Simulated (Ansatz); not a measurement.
# BeTe under changes of volume

One of the cells (21.254 Å³/atom); the others are scaled copies at fixed shape and fractional positions:

```xyz
2
Lattice="0.0000 2.7700 2.7700 2.7700 0.0000 2.7700 2.7700 2.7700 0.0000" Properties=species:S:1:pos:R:3 pbc="T T T"
Te    4.1550    4.1550    4.1550
Be    0.0000    0.0000    0.0000
```

| Item | Value |
| --- | --- |
| Program | Ansatz 0.2.0 |
| Functional | PBE |
| Potentials or basis | Ansatz PAW |
| Cutoff | 420 eV (not typed: the program's choice for these potentials) |
| k mesh | 8 × 8 × 8 |
| Occupations | fermi-dirac, width 0.05 eV |
| Spin | no spin polarisation |

```csv
volume (Å³/atom),energy over the lowest point (meV/atom),pressure (GPa),gap on the mesh (eV)
19.979,71.41,9.3,1.69
20.404,49.11,7.5,1.75
20.829,?,?,?
21.254,18.16,4.3,1.86
21.679,8.68,2.9,1.91
22.104,2.74,1.6,1.96
22.529,0.00,0.5,2.01
```

Problem. What does the run at 20.829 Å³/atom give?

Solution. Energy over the lowest point 31.50 meV/atom; pressure 5.8 GPa; gap on the mesh 1.81 eV.

Worked out: A Birch-Murnaghan fit of order 3 (a polynomial in V^(-2/3)) to the other rows has its minimum at 22.71 Å³/atom, just outside them, with B0 = V·E''(V) = 57 GPa and B' = 4.0. It gives 31.50 meV/atom at 20.829 Å³/atom, against the run's 31.50, and -dE/dV = 5.8 GPa, against 5.8. A straight line through the other rows of the gap, of slope 2.65 eV per unit of ln V, gives 1.80 eV, against the run's 1.81.

Energies are extrapolated to zero smearing.

Caveats: spin-orbit coupling is left out, which moves the levels of the heavy elements.

A mesh can miss the band edges.
